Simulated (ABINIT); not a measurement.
# MoS2 (R3m) in ABINIT: further runs

The runs below take MoS2 through single point, with PBE.

All numbers are computed with ABINIT 10.8.3 (patched build); they aren't measurements. Logs are shortened: lines on timing, memory, paths and dates and some standing lists are left out, and cuts for length are marked. The log counts tension as positive stress, the text compression.

## (1) Starting point

Symmetry: R3m, No. 160, trigonal system. The conventional cell has a = 3.160 Å, b = 3.160 Å, c = 18.450 Å, α = 90.00°, β = 90.00°, γ = 120.00°. Mo (site symmetry 3m) has 6 S at 2.39 Å as nearest neighbours. Around S (site symmetry 3m) lie 3 Mo at 2.39 Å. S (site symmetry 3m) has 3 Mo at 2.39 Å as nearest neighbours.

Measurements of this composition are mostly on another form, of space group No. 194.

## (2) Single point, PBE

File run.abi:

```
# Pseudopotentials
pp_dirpath "./"
pseudos "Mo.upf, S.upf"

# Structure
acell 6.4149071181 6.4149071181 6.414907118 Angstrom
rprim
     0.2463013058     0.1422021252     0.9587044499
    -0.2463013058     0.1422021252     0.9587044499
     0.0000000000    -0.2844042504     0.9587044499
ntypat 2
znucl 42 16
natom 3
typat 1 2 2
xred
     0.0000000000     0.0000000000     0.0000000000
     0.4170000000     0.4170000000     0.4170000000
     0.2500000000     0.2500000000     0.2500000000

# Plane-wave basis
ecut 36.0

# k points
kptopt 1
ngkpt 8 8 8
nshiftk 1
shiftk 0.0 0.0 0.0

# Exchange and correlation
ixc 11

# Bands and occupations
nband 17
occopt 3
tsmear 0.05 eV

# SCF cycle
nstep 100
tolvrs 1.0e-10

# Output
iomode 3
prtwf 0
prtden 0
prteig 0
prtebands 0
enunit 2
```

Potentials or basis: PseudoDojo NC SR PBE v0.5 standard.

Launch:

```
abinit run.abi > log 2>&1
```

run.abo:

```text
.Version 10.8.3 of ABINIT
 Symmetries : space group R3 m (#160); Bravais hR (rhombohedral)
================================================================================
 Values of the parameters that define the memory need of the present run
     intxc =       0    ionmov =       0      iscf =       7    lmnmax =       6
     lnmax =       6     mgfft =      72  mpssoang =       3    mqgrid =    3001
     natom =       3  nloc_mem =       1    nspden =       1   nspinor =       1
    nsppol =       1      nsym =       6    n1xccc =    2501    ntypat =       2
    occopt =       3   xclevel =       2
       mpw =        3724          nfft =      373248          nkpt =          65
================================================================================
================================================================================

--------------------------------------------------------------------------------
------------- Echo of variables that govern the present computation ------------
--------------------------------------------------------------------------------
 -outvars: echo values of preprocessed input variables --------
            acell      1.2122417576E+01  1.2122417576E+01  1.2122417576E+01 Bohr
              amu      9.59400000E+01  3.20660000E+01
             ecut      3.60000000E+01 Hartree
           enunit           2
                       outvar_i_n : Printing only first  50 k-points.
              ixc          11
                       outvar_i_n : Printing only first  50 k-points.
         kptrlatt        8    0    0      0    8    0      0    0    8
          kptrlen      4.77722765E+01
            natom           3
            nband          17
            ngfft          72      72      72
             nkpt          65
            nstep         100
             nsym           6
           ntypat           2
                       prtocc : prtvol=0, do not print more k-points.
           occopt           3
           prtden           0
        prtebands           0
           prteig           0
            prtwf           0
            rprim      2.4630130580E-01  1.4220212520E-01  9.5870444990E-01
                      -2.4630130580E-01  1.4220212520E-01  9.5870444990E-01
                       0.0000000000E+00 -2.8440425040E-01  9.5870444990E-01
          spgroup         160
           tolvrs      1.00000000E-10
           tsmear      1.83746611E-03 Hartree
            typat      1  2  2
                       outvars : Printing only first  50 k-points.
           xangst      0.0000000000E+00  0.0000000000E+00  0.0000000000E+00
                       4.7842516902E-17  1.1859794830E-11  7.6936499997E+00
                       0.0000000000E+00  7.1100996618E-12  4.6124999998E+00
            xcart      0.0000000000E+00  0.0000000000E+00  0.0000000000E+00
                       9.0409254119E-17  2.2411764139E-11  1.4538891408E+01
                       0.0000000000E+00  1.3436141089E-11  8.7163617554E+00
             xred      0.0000000000E+00  0.0000000000E+00  0.0000000000E+00
                       4.1700000000E-01  4.1700000000E-01  4.1700000000E-01
                       2.5000000000E-01  2.5000000000E-01  2.5000000000E-01
            znucl       42.00000   16.00000

================================================================================

 chkinp: Checking input parameters for consistency.

================================================================================
== DATASET  1 ==================================================================

--- !DatasetInfo
iteration_state: {dtset: 1, }
dimensions: {natom: 3, nkpt: 65, mband: 17, nsppol: 1, nspinor: 1, nspden: 1, mpw: 3724, }
cutoff_energies: {ecut:  36.0, pawecutdg:  -1.0, }
electrons: {nelect:   2.60000000E+01, charge:   0.00000000E+00, occopt:   3.00000000E+00, tsmear:   1.83746611E-03, }
meta: {optdriver: 0, ionmov: 0, optcell: 0, iscf: 7, paral_kgb: 0, }
...

 Exchange-correlation functional for the present dataset will be:
  GGA: Perdew-Burke-Ernzerhof functional - ixc=11
  J.P.Perdew, K.Burke, M.Ernzerhof, PRL 77, 3865 (1996)

 Real(R)+Recip(G) space primitive vectors, cartesian coordinates (Bohr,Bohr^-1):
 R(1)=  2.9857673  1.7238335 11.6218157  G(1)=  0.1674611  0.0966837  0.0286817
 R(2)= -2.9857673  1.7238335 11.6218157  G(2)= -0.1674611  0.0966837  0.0286817
 R(3)=  0.0000000 -3.4476671 11.6218157  G(3)=  0.0000000 -0.1933675  0.0286817
 Unit cell volume ucvol=  3.5890253E+02 bohr^3
 Angles (23,13,12)=  2.85174998E+01  2.85174998E+01  2.85174998E+01 degrees

 getcut: wavevector=  0.0000  0.0000  0.0000  ngfft=  72  72  72
         ecut(hartree)=     36.000   => boxcut(ratio)=   2.19969

--- Pseudopotential description ------------------------------------------------
- pspini: atom type   1  psp file is ./Mo.upf
12 -101130 2 -1 1640                          pspcod,pspxc,lmax,lloc,mmax
     nproj     2     2     2

- pspini: atom type   2  psp file is ./S.upf
12 -101130 2 -1 1148                          pspcod,pspxc,lmax,lloc,mmax
     nproj     2     2     2

   8.85053502E+02                                ecore*ucvol(ha*bohr**3)
--------------------------------------------------------------------------------

================================================================================

--- !BeginCycle
iteration_state: {dtset: 1, }
solver: {iscf: 7, nstep: 100, nline: 4, wfoptalg: 0, }
tolerances: {tolvrs: 1.00E-10, }
...

     iter   Etot(hartree)      deltaE(h)  residm     vres2
 ETOT  1  -92.158978570978    -9.216E+01 1.145E-01 6.053E+03
 ETOT  2  -91.289460448508     8.695E-01 8.074E-02 5.406E+04
 ETOT  3  -92.379950348548    -1.090E+00 5.294E-03 4.851E+01
 ETOT  4  -92.380966170372    -1.016E-03 4.384E-04 5.037E+00
 ETOT  5  -92.381176824225    -2.107E-04 5.531E-05 1.168E+00
 ETOT  6  -92.381187164456    -1.034E-05 1.687E-05 2.680E-01
 ETOT  7  -92.381190075448    -2.911E-06 2.462E-06 4.480E-03
 ETOT  8  -92.381190119721    -4.427E-08 1.189E-06 1.101E-04
 ETOT  9  -92.381190121061    -1.339E-09 1.568E-07 1.113E-05
 ETOT 10  -92.381190121178    -1.173E-10 7.781E-08 2.320E-07
 ETOT 11  -92.381190121185    -6.949E-12 1.024E-08 2.351E-09
 ETOT 12  -92.381190121184     9.379E-13 5.214E-09 4.075E-10
 ETOT 13  -92.381190121179     4.832E-12 6.765E-10 6.827E-11

 At SCF step   13       vres2   =  6.83E-11 < tolvrs=  1.00E-10 =>converged.

 Cartesian components of stress tensor (hartree/bohr^3)
  sigma(1 1)= -1.51566738E-04  sigma(3 2)= -2.42888375E-13
  sigma(2 2)= -1.51566737E-04  sigma(3 1)=  0.00000000E+00
  sigma(3 3)= -2.33355844E-04  sigma(2 1)=  0.00000000E+00

--- !ResultsGS
iteration_state: {dtset: 1, }
comment   : Summary of ground state results
lattice_vectors:
- [  2.9857673,   1.7238335,  11.6218157, ]
- [ -2.9857673,   1.7238335,  11.6218157, ]
- [  0.0000000,  -3.4476671,  11.6218157, ]
lattice_lengths: [  12.12242,   12.12242,   12.12242, ]
lattice_angles: [ 28.517,  28.517,  28.517, ] # degrees, (23, 13, 12)
lattice_volume:   3.5890253E+02
convergence: {deltae:  4.832E-12, res2:  6.827E-11, residm:  6.765E-10, diffor: null, }
etotal    :  -9.23811901E+01
entropy   :   0.00000000E+00
fermie    :   3.32569488E-01
cartesian_stress_tensor: # hartree/bohr^3
- [ -1.51566738E-04,   0.00000000E+00,   0.00000000E+00, ]
- [  0.00000000E+00,  -1.51566737E-04,  -2.42888375E-13, ]
- [  0.00000000E+00,  -2.42888375E-13,  -2.33355844E-04, ]
pressure_GPa:   5.2614E+00
xred      :
- [  0.0000E+00,   0.0000E+00,   0.0000E+00, Mo]
- [  4.1700E-01,   4.1700E-01,   4.1700E-01,  S]
- [  2.5000E-01,   2.5000E-01,   2.5000E-01,  S]
cartesian_forces: # hartree/bohr
- [  2.45430346E-19,  -5.92122821E-14,   1.69023461E-03, ]
- [ -1.99407427E-18,  -3.03173337E-13,   8.65408362E-03, ]
- [  1.74864393E-18,   3.62385619E-13,  -1.03443182E-02, ]
force_length_stats: {min:   1.69023461E-03, max:   1.03443182E-02, mean:   6.89621216E-03, }
...

 Integrated electronic density in atomic spheres:
 ------------------------------------------------
 Atom  Sphere_radius  Integrated_density
    1        2.00000         10.53314927
    2        2.00000          3.95193058
    3        2.00000          3.96066524
================================================================================

 ----iterations are completed or convergence reached----

 Mean square residual over all n,k,spin=   12.334E-13; max=  67.652E-11
 reduced coordinates (array xred) for    3 atoms
       0.000000000000      0.000000000000      0.000000000000
       0.417000000000      0.417000000000      0.417000000000
       0.250000000000      0.250000000000      0.250000000000
 rms dE/dt=  9.1203E-02; max dE/dt=  1.2022E-01; dE/dt below (all hartree)
    1      -0.019643595100     -0.019643595100     -0.019643595100
    2      -0.100576164670     -0.100576164670     -0.100576164670
    3       0.120219759852      0.120219759852      0.120219759852

 cartesian coordinates (angstrom) at end:
    1      0.00000000000000     0.00000000000000     0.00000000000000
    2      0.00000000000000     0.00000000001186     7.69364999973191
    3      0.00000000000000     0.00000000000711     4.61249999983927

 cartesian forces (hartree/bohr) at end:
    1      0.00000000000000    -0.00000000000006     0.00169023461377
    2     -0.00000000000000    -0.00000000000030     0.00865408362338
    3      0.00000000000000     0.00000000000036    -0.01034431823715
 frms,max,avg= 4.5308201E-03 1.0344318E-02   0.000E+00  0.000E+00 -2.346E-12 h/b

 cartesian forces (eV/Angstrom) at end:
    1      0.00000000000000    -0.00000000000304     0.08691535841924
    2     -0.00000000000000    -0.00000000001559     0.44501087232883
    3      0.00000000000000     0.00000000001863    -0.53192623074807
 frms,max,avg= 2.3298414E-01 5.3192623E-01   0.000E+00  0.000E+00 -1.206E-10 e/A
 length scales= 12.122417576345 12.122417576345 12.122417576156 bohr
              =  6.414907118100  6.414907118100  6.414907118000 angstroms
 Fermi (or HOMO) energy (hartree) =   0.33257   Average Vxc (hartree)=  -0.40273
 Eigenvalues (hartree) for nkpt=  65  k points:
 kpt#   1, nband= 17, wtk=  0.00195, kpt=  0.0000  0.0000  0.0000 (reduced coord)
  -1.94716   -0.99774   -0.98921   -0.98921   -0.23987   -0.17664    0.05847    0.18830
   0.18830    0.23001    0.23001    0.26966    0.27326    0.39052    0.39052    0.40592
   0.40592
      occupation numbers for kpt#   1
   2.00000    2.00000    2.00000    2.00000    2.00000    2.00000    2.00000    2.00000
   2.00000    2.00000    2.00000    2.00000    2.00000    0.00000    0.00000    0.00000
   0.00000
 prteigrs : prtvol=0 or 1, do not print more k-points.

 Fermi (or HOMO) energy (eV) =   9.04968   Average Vxc (eV)= -10.95874
 Eigenvalues (   eV  ) for nkpt=  65  k points:
 kpt#   1, nband= 17, wtk=  0.00195, kpt=  0.0000  0.0000  0.0000 (reduced coord)
 -52.98504  -27.14976  -26.91764  -26.91764   -6.52724   -4.80662    1.59096    5.12392
   5.12392    6.25895    6.25895    7.33777    7.43568   10.62670   10.62670   11.04577
  11.04577
 prteigrs : prtvol=0 or 1, do not print more k-points.

--- !EnergyTerms
iteration_state     : {dtset: 1, }
comment             : Components of total free energy in Hartree
kinetic             :  3.00799149320775E+01
hartree             :  2.75217663105590E+01
xc                  : -1.66474937222673E+01
Ewald energy        : -5.94751984602190E+01
psp_core            :  2.46599964887079E+00
local_psp           : -8.79471118550728E+01
non_local_psp       :  1.16209330637082E+01
internal            : -9.23811900823437E+01
'-kT*entropy'       : -3.88353328490474E-08
total_energy        : -9.23811901211790E+01
total_energy_eV     : -2.51382024625081E+03
band_energy         : -8.04854159806209E+00
...

 Cartesian components of stress tensor (hartree/bohr^3)
  sigma(1 1)= -1.51566738E-04  sigma(3 2)= -2.42888375E-13
  sigma(2 2)= -1.51566737E-04  sigma(3 1)=  0.00000000E+00
  sigma(3 3)= -2.33355844E-04  sigma(2 1)=  0.00000000E+00

-Cartesian components of stress tensor (GPa)         [Pressure=  5.2614E+00 GPa]
- sigma(1 1)= -4.45924739E+00  sigma(3 2)= -7.14602270E-09
- sigma(2 2)= -4.45924737E+00  sigma(3 1)=  0.00000000E+00
- sigma(3 3)= -6.86556597E+00  sigma(2 1)=  0.00000000E+00

== END DATASET(S) ==============================================================
================================================================================

 -outvars: echo values of variables after computation  --------
            acell      1.2122417576E+01  1.2122417576E+01  1.2122417576E+01 Bohr
           etotal     -9.2381190121E+01
            fcart      2.4543034588E-19 -5.9212282109E-14  1.6902346138E-03
                      -1.9940742728E-18 -3.0317333681E-13  8.6540836234E-03
                       1.7486439269E-18  3.6238561892E-13 -1.0344318237E-02
            rprim      2.4630130580E-01  1.4220212520E-01  9.5870444990E-01
                      -2.4630130580E-01  1.4220212520E-01  9.5870444990E-01
                       0.0000000000E+00 -2.8440425040E-01  9.5870444990E-01
           strten     -1.5156673810E-04 -1.5156673745E-04 -2.3335584415E-04
                      -2.4288837467E-13  0.0000000000E+00  0.0000000000E+00
           xangst      0.0000000000E+00  0.0000000000E+00  0.0000000000E+00
                       4.7842516902E-17  1.1859794830E-11  7.6936499997E+00
                       0.0000000000E+00  7.1100996618E-12  4.6124999998E+00
             xred      0.0000000000E+00  0.0000000000E+00  0.0000000000E+00
                       4.1700000000E-01  4.1700000000E-01  4.1700000000E-01
                       2.5000000000E-01  2.5000000000E-01  2.5000000000E-01
 Calculation completed.
```

Run time: 9.4 min. Hardware: 1 thread of Arm Neoverse V1, shared host; peak memory 0.24 GiB.

What came out:

```yaml
Free_energy: -2513.8202 eV
Pressure: 5.3 GPa
Largest_force: 0.532 eV/Å
Band_gap_on_the_k_mesh: 1.03 eV, indirect (least direct gap 2.02 eV)
Valence_electrons_inside_the_program's_atomic_spheres: Mo 10.53; S 3.95, 3.96
```

Forces on the atoms (eV/Å):
```
Mo   0.000  0.000  0.087
S    0.000  0.000  0.445
S    0.000  0.000 -0.532
```

## (3) Single point, PBE

File run.abi:

```
pp_dirpath "./"
pseudos "Mo.GGA_PBE-ansatz.xml, S.GGA_PBE-ansatz.xml"

acell 3*1.0
rprim
     2.9857672769     1.7238335410    11.6218156664
    -2.9857672769     1.7238335410    11.6218156664
     0.0000000000    -3.4476670820    11.6218156664
ntypat 2
znucl 42 16
natom 3
typat 1 2 2
xred
     0.0000000000     0.0000000000     0.0000000000
     0.4170000000     0.4170000000     0.4170000000
     0.2500000000     0.2500000000     0.2500000000

ecut 15.4
pawecutdg 30.8
pawxcdev 0
pawovlp 30

kptopt 1
ngkpt 8 8 8
nshiftk 1
shiftk 0.0 0.0 0.0

ixc 11

nband 17
occopt 3
tsmear 0.05 eV

nstep 100
tolvrs 1.0e-9

iomode 3
prtwf 0
prtden 0
prteig 0
prtebands 0
enunit 1
```

Potentials or basis: Ansatz PAW PBE default generated set, frozen core.

Launch:

```
abinit run.abi > log 2>&1
```

Wall time 99 s (1 thread of Intel Xeon 6975P-C (Granite Rapids), shared host); peak memory 0.37 GiB.

The run converged. Its results:

```
Free energy            : -2437.5359 eV
Pressure               : 5.3 GPa
Largest force          : 0.522 eV/Å
Band gap on the k mesh : 1.02 eV, indirect (least direct gap 2.02 eV)
```

Forces on the atoms (eV/Å):
```
Mo   0.000  0.000  0.087
S    0.000  0.000  0.435
S    0.000  0.000 -0.522
```

Stress tensor (GPa, compression positive):
```
4.54 0.00 0.00
0.00 4.54 0.00
0.00 0.00 6.94
```

Levels at points of the mesh, in eV from the valence-band top:
```
           k point  band 9  band 10  band 11  band 12  band 13  band 14  band 15  band 16  band 17
(0.00, 0.00, 0.00)   -3.49    -2.35    -2.35    -1.27    -1.18     2.01     2.01     2.44     2.44
(0.50, 0.00, 0.00)   -5.07    -4.07    -2.36    -1.68    -1.50     1.57     2.00     3.46     3.49
(0.50, 0.50, 0.00)   -4.78    -4.00    -2.93    -1.86    -1.33     1.52     2.12     3.00     3.91
(0.50, 0.50, 0.50)   -3.50    -3.50    -2.32    -2.32     0.00     2.11     2.11     2.30     2.30
```

Caveat: the atomic spheres overlap.

## (4) Single point, PBE

File run.abi:

```
# Pseudopotentials
pp_dirpath "./"
pseudos "Mo.upf, S.upf"

# Structure
acell 3*1.0 Angstrom
rprim
     1.5800000000     0.9122134253     6.1500000000
    -1.5800000000     0.9122134253     6.1500000000
     0.0000000000    -1.8244268506     6.1500000000
ntypat 2
znucl 42 16
natom 3
typat 1 2 2
xred
     0.0000000000     0.0000000000     0.0000000000
     0.4170000000     0.4170000000     0.4170000000
     0.2500000000     0.2500000000     0.2500000000

# Plane-wave basis
ecut 35.0

# k points
kptopt 1
ngkpt 8 8 8
nshiftk 1
shiftk 0.0 0.0 0.0

# Exchange and correlation
ixc 11

# Bands and occupations
nband 17
occopt 3
tsmear 0.00183747

# SCF cycle
nstep 100
tolvrs 1.0e-10

# Output
iomode 3
prtwf 0
prteig 0
prtebands 0
prtden 1
prtvha 1
prtvclmb 1
prtpot 1
prtelf 1
```

Potentials or basis: PseudoDojo NC SR PBE v0.4.1 standard.

Launch:

```
abinit run.abi > log 2>&1
```

It took 4.4 min on 1 thread of AMD EPYC 9R45 (Zen 5), shared host; peak memory 0.24 GiB.

Results (log left out):

```
Free energy                                           : -2515.6209 eV
Pressure                                              : 5.1 GPa
Largest force                                         : 0.530 eV/Å
Band gap on the k mesh                                : 1.03 eV, indirect (least direct gap 2.02 eV)
Valence electrons inside the program's atomic spheres : Mo 10.53; S 3.95, 3.96
```

Forces in eV/Å, atoms in the order of the input:
```
Mo   0.000  0.000  0.087
S    0.000  0.000  0.444
S    0.000  0.000 -0.530
```

Stress tensor (GPa, compression positive):
```
4.34 0.00 0.00
0.00 4.34 0.00
0.00 0.00 6.74
```

Levels at points of the mesh, in eV from the valence-band top:
```tsv
k point	band 11	band 12	band 13	band 14	band 15	band 16
(0.00, 0.00, 0.00)	-2.35	-1.27	-1.17	2.02	2.02	2.44
(0.50, 0.00, 0.00)	-2.36	-1.68	-1.50	1.57	2.01	3.47
(0.50, 0.50, 0.00)	-2.93	-1.86	-1.33	1.52	2.12	3.01
(0.50, 0.50, 0.50)	-2.32	-2.32	0.00	2.11	2.11	2.30
```

## (5) Summary

```tsv
potentials or basis	cutoff (eV)	fine-grid cutoff	gap on the mesh (eV)	pressure (GPa)	largest force (eV/Å)
PseudoDojo NC SR PBE v0.5 standard	980	-	1.03	5.3	0.53
Ansatz PAW PBE default generated set, frozen core	419	838.111 eV	1.02	5.3	0.52
PseudoDojo NC SR PBE v0.4.1 standard	952	-	1.03	5.1	0.53
```

Alike in all rows: task single point; level PBE; no spin polarisation; cell as given; k mesh 8 × 8 × 8; smearing fermi-dirac 0.05 eV.

Caveats: the atomic spheres overlap (some runs).

Total energies depend on the potentials used, so only differences within one code and one set of settings carry meaning.
